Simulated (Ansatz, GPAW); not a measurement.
# Geometry or basis: what sets the conductance of benzene-1,4-dithiol between two Al chains, part 4 of 4

Aim: the conductance of benzene-1,4-dithiol between two Al chains after relaxation, and whether geometry, basis or functional moves it most.

GPAW 26.7.0 and Ansatz 0.2.0; Ansatz plane waves; relaxation of the junction with the lead ends held (the session's first sound run).

So far, transmission at the Fermi level (one spin): step 3 (plane waves, PBE) 0.0148; step 5 (single-zeta polarised basis, PBE, GPAW) 0.0176; step 6 (minimal basis, PBE, GPAW) 0.0202; step 7 (RPBE in the dzp basis: xc = "RPBE") 0.0158; step 8 (without the relaxation: geometry = "as built", PBE, GPAW) 0.137. Also open channels of the lead at the Fermi level (one spin): 2 in steps 3, 4, 5, 6 and 7.

## (10) Comparison

The curves are compared point by point over the common energies.

This step: comparison of transmission and cost over codes, levels and geometry (GPAW 26.7.0).

Ladder, by row:

| step | code | T at the Fermi level (sum over the listed spins) | conductance (G0) | r.m.s. T(E) from the first | wall time (s) | peak memory (GiB) | threads |
| --- | --- | --- | --- | --- | --- | --- | --- |
| pw-pbe | Ansatz | 0.01481 | 0.01472 | 0 | 161.8 | 3.881 | 4 |
| dzp | GPAW | 0.01686 | 0.01667 | 0.01688 | 131.3 | 1.54 | 1 |
| szp | GPAW | 0.01761 | 0.0174 | 0.1604 | 109.7 | 1.51 | 1 |
| sz | GPAW | 0.02023 | 0.01997 | 0.1297 | 70.96 | 1.38 | 1 |
| dzp-RPBE | GPAW | 0.01575 | 0.01559 | 0.02078 | 126.8 | 1.54 | 1 |
| asbuilt | GPAW | 0.1368 | 0.1342 | 0.09625 | 95.85 | 1.54 | 1 |

Transmission, zone mean, sum over the listed spins against energy, zero at the Fermi level:

| energy (eV) | pw-pbe | dzp | szp | sz | dzp-RPBE | asbuilt |
| --- | --- | --- | --- | --- | --- | --- |
| -2.000 | 0.00159 | 0.00223 | 0.00346 | 0.00493 | 0.00208 | 7.8e-5 |
| -1.800 | 3.3e-4 | 9.3e-4 | 9.6e-4 | 1.6e-5 | 7.8e-4 | 0.00390 |
| -1.600 | 0.00230 | 9.2e-4 | 0.00492 | 2.3e-10 | 0.00105 | 0.0397 |
| -1.400 | 0.00559 | 0.00335 | 0.277 | 2.7e-12 | 0.00323 | 0.0280 |
| -1.200 | 0 | 1.9e-9 | 6.0e-12 | 1.2e-13 | 1.6e-9 | 2.6e-11 |
| -1.000 | 0 | 2.3e-12 | 5.4e-13 | 6.8e-14 | 1.8e-12 | 4.7e-13 |
| -0.800 | 0 | 2.1e-12 | 3.2e-12 | 1.1e-12 | 1.5e-12 | 8.0e-14 |
| -0.600 | 0 | 1.4e-10 | 1.4e-11 | 2.4e-12 | 1.6e-10 | 5.5e-14 |
| -0.400 | 0 | 5.3e-11 | 1.6e-12 | 2.3e-10 | 5.2e-11 | 5.9e-8 |
| -0.200 | 0.00501 | 0.00564 | 0.00463 | 0.00608 | 0.00540 | 0.0921 |
| 0.000 | 0.0148 | 0.0169 | 0.0176 | 0.0202 | 0.0158 | 0.137 |
| 0.200 | 0.0228 | 0.0242 | 0.0276 | 0.0300 | 0.0228 | 0.0922 |
| 0.400 | 0.0353 | 0.0366 | 0.0482 | 0.0514 | 0.0352 | 0.0610 |
| 0.600 | 0.0507 | 0.0510 | 0.0736 | 0.0807 | 0.0495 | 0.0481 |
| 0.800 | 0.0599 | 0.0578 | 0.0906 | 0.0976 | 0.0559 | 0.0460 |
| 1.000 | 0.0627 | 0.0594 | 0.103 | 0.109 | 0.0566 | 0.0482 |
| 1.200 | 0.0651 | 0.0611 | 0.124 | 0.130 | 0.0583 | 0.0550 |
| 1.400 | 0.0739 | 0.0671 | 0.170 | 0.173 | 0.0634 | 0.0658 |
| 1.600 | 0.101 | 0.0847 | 0.288 | 0.270 | 0.0791 | 0.0816 |
| 1.800 | 0.168 | 0.129 | 0.604 | 0.548 | 0.119 | 0.106 |
| 2.000 | 0.320 | 0.225 | 0.678 | 0.484 | 0.206 | 0.147 |

## (11) Potential alignment off

Without the shift, lead and junction are matched by their Fermi levels alone.

This step: GPAW LCAO, PAW setups; Landauer transmission from Green's functions with principal layers (ASE), zero bias (GPAW 26.7.0).

Contents of run.py:

```python
import json
import numpy as np
from ase import Atoms
from ase.transport.calculators import TransportCalculator
from gpaw import GPAW, FermiDirac
from gpaw.lcao.tools import get_lcao_hamiltonian
from scipy.linalg import eigh

# The junction with lead layers at both ends, along the third cell vector
device = Atoms(
    ['Al', 'Al', 'Al', 'Al', 'Al', 'Al', 'Al', 'S', 'H', 'C', 'C', 'H', 'C', 'C', 'H', 'C', 'C', 'H', 'S', 'Al', 'Al', 'Al', 'Al', 'Al', 'Al', 'Al'],
    positions=[
        [5.71513, 4.50000, 1.20000],
        [5.71513, 4.50000, 3.60000],
        [5.71513, 4.50000, 6.00000],
        [5.71513, 4.50000, 8.40000],
        [5.71513, 4.50000, 10.80000],
        [4.41075, 4.81912, 12.99470],
        [5.51907, 4.64892, 15.36675],
        [4.18650, 5.15992, 17.09881],
        [7.09874, 5.09959, 17.87008],
        [5.07312, 5.09818, 18.64399],
        [6.47083, 5.09562, 18.76364],
        [3.21640, 5.11165, 19.74932],
        [4.30447, 5.10774, 19.82087],
        [7.07803, 5.10025, 20.01706],
        [8.16604, 5.09794, 20.08863],
        [4.91163, 5.13081, 21.07427],
        [6.30931, 5.12661, 21.19362],
        [4.28427, 5.16382, 21.96739],
        [7.19415, 5.22495, 22.73835],
        [5.88689, 4.64220, 24.46702],
        [6.99102, 4.87450, 26.83754],
        [5.71513, 4.50000, 29.04109],
        [5.71513, 4.50000, 31.44109],
        [5.71513, 4.50000, 33.84109],
        [5.71513, 4.50000, 36.24109],
        [5.71513, 4.50000, 38.64109]],
    cell=[[11.43027, 0.0, 0.0], [0.0, 9.0, 0.0], [0.0, 0.0, 39.84109]],
    pbc=True)

# One principal layer of the lead: the first 4 atoms of the device
lead = Atoms(
    ['Al', 'Al', 'Al', 'Al'],
    positions=[
        [5.71513, 4.50000, 1.20000],
        [5.71513, 4.50000, 3.60000],
        [5.71513, 4.50000, 6.00000],
        [5.71513, 4.50000, 8.40000]],
    cell=[[11.43027, 0.0, 0.0], [0.0, 9.0, 0.0], [0.0, 0.0, 9.6]],
    pbc=True)

settings = dict(mode='lcao', basis='dzp', xc='PBE', h=0.2,
                occupations=FermiDirac(0.1), maxiter=250,
                mixer=dict(beta=0.1, nmaxold=8, weight=100.0),
                convergence=dict(density=0.0001))
energies = np.arange(-2, 2 + 1e-9, 0.025)
eta = 0.0001
n1, n2 = 1, 1
# k and -k transmit alike, so half of the mesh across the current serves
mesh = [(i, j) for i in range(n1) for j in range(n2) if (i, j) <= (-i % n1, -j % n2)]
weights = np.array([1 if (i, j) == (-i % n1, -j % n2) else 2 for i, j in mesh]) / (n1 * n2)

# [... helper functions left out ...]
fermi_lead = ground_state(lead, (1, 1, 12), 'lead.txt')
fermi_device = ground_state(device, (1, 1, 2), 'device.txt')
# [... loop over the mesh left out, but for ...]
        # Lead and device are aligned by their Fermi levels alone
        shift = 0.0
# [...]
kT = 8.617333e-5 * 300
bias = [0.1, 0.2, 0.5, 1.0, 1.5, 2.0]
# [... integrals and printing left out ...]
```

Launch:

```
$ OMP_NUM_THREADS=1 OPENBLAS_NUM_THREADS=1 python run.py
```

Output:

```text
basis functions: device 306, principal layer 52
Fermi level: lead -3.3508 eV, device -3.1540 eV; lead shifted by 0.0000 eV
largest coupling past the next layer 1.49e-15 eV, largest misfit of the first layer 0.077 eV
  E-E_F (eV)   T (one spin)  channels
    -2.000    2.2361e-03    1.0000
    -1.975    2.1283e-03    1.0000
    -1.950    2.0082e-03    1.0000
    -1.925    1.8733e-03    1.0000
    -1.900    1.7211e-03    1.0000
    -1.875    1.5493e-03    1.0000
    -1.850    1.3561e-03    1.0000
    -1.825    1.1414e-03    1.0000
    -1.800    9.0782e-04    1.0000
    -1.775    6.6253e-04    1.0000
    -1.750    4.1983e-04    1.0000
    -1.725    2.0360e-04    1.0000
    -1.700    4.9041e-05    1.0000
    -1.675    1.7077e-06    1.0000
    -1.650    1.1104e-04    1.0000
    -1.625    4.1658e-04    1.0000
[...]
1.825    1.3787e-01    3.0000
     1.850    1.4696e-01    3.0000
     1.875    1.5694e-01    3.0000
     1.900    1.6789e-01    3.0000
     1.925    1.7989e-01    3.0000
     1.950    1.9299e-01    3.0000
     1.975    2.0728e-01    3.0000
     2.000    2.2280e-01    3.0000
conductance at 300 K: 0.016189 G0 a cell; thermopower -20.55 uV/K
current from the zero-bias T(E) at 0.1 V: 0.12528 uA
current from the zero-bias T(E) at 0.2 V: 0.24967 uA
current from the zero-bias T(E) at 0.5 V: 0.61451 uA
current from the zero-bias T(E) at 1.0 V: 1.3086 uA
current from the zero-bias T(E) at 1.5 V: 2.3028 uA
current from the zero-bias T(E) at 2.0 V: 3.4457 uA
```

Wall time 2 min (1 thread of Arm Neoverse V1, shared host); peak memory 1.5 GiB.

Numbers from this step:

```yaml
conductance: 0.01619 G₀
thermopower: -20.55 μV/K
largest_misfit_of_the_first_principal_layer: 0.07681 eV
shift_that_aligns_the_lead: 0 eV
transmission_at_the_fermi_level_one_spin: 0.01625
```

One spin. Transmission, zone mean against energy, zero at the Fermi level:

| energy (eV) | transmission, zone mean |
| --- | --- |
| -2.000 | 0.00224 |
| -1.800 | 9.1e-4 |
| -1.600 | 9.3e-4 |
| -1.400 | 0.00356 |
| -1.200 | 1.4e-9 |
| -1.000 | 2.1e-12 |
| -0.800 | 2.0e-12 |
| -0.600 | 1.3e-10 |
| -0.400 | 2.1e-9 |
| -0.200 | 0.00615 |
| 0.000 | 0.0163 |
| 0.200 | 0.0249 |
| 0.400 | 0.0362 |
| 0.600 | 0.0505 |
| 0.800 | 0.0587 |
| 1.000 | 0.0595 |
| 1.200 | 0.0602 |
| 1.400 | 0.0669 |
| 1.600 | 0.0859 |
| 1.800 | 0.130 |
| 2.000 | 0.223 |

Crossings of the lead's bands, unfolded to its shortest repeat. Table of open channels, zone mean by energy, zero at the Fermi level:

energy (eV), open channels, zone mean and a bar:
```
   -2.000       1.00 ##########
   -1.900       1.00 ##########
   -1.800       1.00 ##########
   -1.700       1.00 ##########
   -1.600       1.00 ##########
   -1.500       1.00 ##########
   -1.400       1.00 ##########
   -1.300       1.00 ##########
   -1.200       0.00 
   -1.100       0.00 
   -1.000       0.00 
   -0.900       0.00 
   -0.800       0.00 
   -0.700       0.00 
   -0.600       0.00 
   -0.500       0.00 
   -0.400       0.00 
   -0.300       2.00 ####################
   -0.200       2.00 ####################
   -0.100       2.00 ####################
    0.000       2.00 ####################
    0.100       2.00 ####################
    0.200       2.00 ####################
    0.300       2.00 ####################
    0.400       2.00 ####################
    0.500       2.00 ####################
    0.600       2.00 ####################
    0.700       2.00 ####################
    0.800       2.00 ####################
    0.900       2.00 ####################
    1.000       3.00 ##############################
    1.100       3.00 ##############################
    1.200       3.00 ##############################
    1.300       3.00 ##############################
    1.400       3.00 ##############################
    1.500       3.00 ##############################
    1.600       3.00 ##############################
    1.700       3.00 ##############################
    1.800       3.00 ##############################
    1.900       3.00 ##############################
    2.000       3.00 ##############################
```

Not self-consistent under bias; the bias window is split evenly. Table of current through one cell, from the zero-bias transmission by bias:

| bias (V) | current through one cell, from the zero-bias transmission (μA) |
| --- | --- |
| 0.100 | 0.125 |
| 0.200 | 0.250 |
| 0.500 | 0.615 |
| 1.000 | 1.31 |
| 1.500 | 2.30 |
| 2.000 | 3.45 |

Transmission of the three most open eigenchannels against energy, zero at the Fermi level:

| energy (eV) | channel 1 | channel 2 | channel 3 |
| --- | --- | --- | --- |
| -2.000 | 0.00224 | 0 | 0 |
| -1.900 | 0.00172 | 0 | 0 |
| -1.800 | 9.1e-4 | 0 | 0 |
| -1.700 | 4.9e-5 | 0 | 0 |
| -1.600 | 9.3e-4 | 0 | 0 |
| -1.500 | 0.00367 | 0 | 0 |
| -1.400 | 0.00356 | 0 | 0 |
| -1.300 | 1.8e-4 | 0 | 0 |
| -1.200 | 1.4e-9 | 0 | 0 |
| -1.100 | 2.5e-11 | 0 | 0 |
| -1.000 | 2.1e-12 | 0 | 0 |
| -0.900 | 0 | 0 | 0 |
| -0.800 | 2.0e-12 | 0 | 0 |
| -0.700 | 6.6e-11 | 0 | 0 |
| -0.600 | 1.3e-10 | 0 | 0 |
| -0.500 | 1.5e-12 | 0 | 0 |
| -0.400 | 2.0e-9 | 5.2e-11 | 0 |
| -0.300 | 0.00159 | 2.2e-5 | 0 |
| -0.200 | 0.00607 | 7.9e-5 | 0 |
| -0.100 | 0.0113 | 1.9e-4 | 0 |
| 0.000 | 0.0158 | 4.1e-4 | 0 |
| 0.100 | 0.0198 | 7.6e-4 | 0 |
| 0.200 | 0.0236 | 0.00130 | 0 |
| 0.300 | 0.0279 | 0.00208 | 0 |
| 0.400 | 0.0331 | 0.00313 | 0 |
| 0.500 | 0.0389 | 0.00455 | 0 |
| 0.600 | 0.0442 | 0.00637 | 0 |
| 0.700 | 0.0474 | 0.00851 | 0 |
| 0.800 | 0.0479 | 0.0107 | 0 |
| 0.900 | 0.0466 | 0.0128 | 7.8e-12 |
| 1.000 | 0.0460 | 0.0134 | 2.3e-5 |
| 1.100 | 0.0461 | 0.0132 | 7.0e-5 |
| 1.200 | 0.0476 | 0.0124 | 1.5e-4 |
| 1.300 | 0.0509 | 0.0113 | 2.8e-4 |
| 1.400 | 0.0566 | 0.00980 | 4.7e-4 |
| 1.500 | 0.0652 | 0.00828 | 7.4e-4 |
| 1.600 | 0.0779 | 0.00693 | 0.00106 |
| 1.700 | 0.0962 | 0.00588 | 0.00137 |
| 1.800 | 0.123 | 0.00516 | 0.00161 |
| 1.900 | 0.161 | 0.00472 | 0.00176 |
| 2.000 | 0.216 | 0.00451 | 0.00182 |

The conductance, 0.0162 G₀, lies 2.9 % below that of the dzp run.

## (12) Results

- conductance: 0.0167 G₀
- transmission at the Fermi level, mean of the spins: 0.0169
- thermopower: -18.5 μV/K
- open channels of the lead there: 2

In words: In the dzp basis the junction conducts 0.0167 G₀ at 300 K, with T = 0.0169 a spin at the Fermi level; the szp basis reaches that conductance within 10 %. Relaxation moved atoms by up to 1.4 Å and took the conductance from 0.134 to 0.0167 G₀, as a ratio a larger change than the step from dzp to the minimal basis. Plane waves (PBE) give T = 0.0148 there. The scatterer reflects about 99 % of the incoming channels at the Fermi level. The negative thermopower says that the thermally weighted transmission is larger above the Fermi level, as for electron-like transport. Measured against the first run (pw-pbe), the nearest curve is that of dzp (r.m.s. 0.017) and the farthest that of szp (0.16). Over the compared runs wall time goes from 71 s (sz) to 162 s (pw-pbe), on a shared host; the plane-wave run used 4 threads and the orbital runs 1. The leads kept an estimated spacing and the cell its length, so the junction may be under some tension or compression. Semilocal functionals put molecular levels too near the Fermi level, so such conductances usually come out too high, and chain electrodes have a sharper density of states than real ones. An evenly spaced straight chain is an idealisation: free chains tend to dimerise, zigzag or, where a band edge lies near the Fermi level, turn magnetic. The currents use the zero-bias T(E) throughout, which holds only while the bias is small against the distance to the nearest feature.

[Logs are printed without paths, hosts, clocks, repeated set-up lines and the standing remarks that a program may print on its own settings, such as how far it seeks lower states.]

[Hosts, paths, dates, database ids (printed as entryN), source tags and the programs' standing remarks are cut or masked in the printed files.]
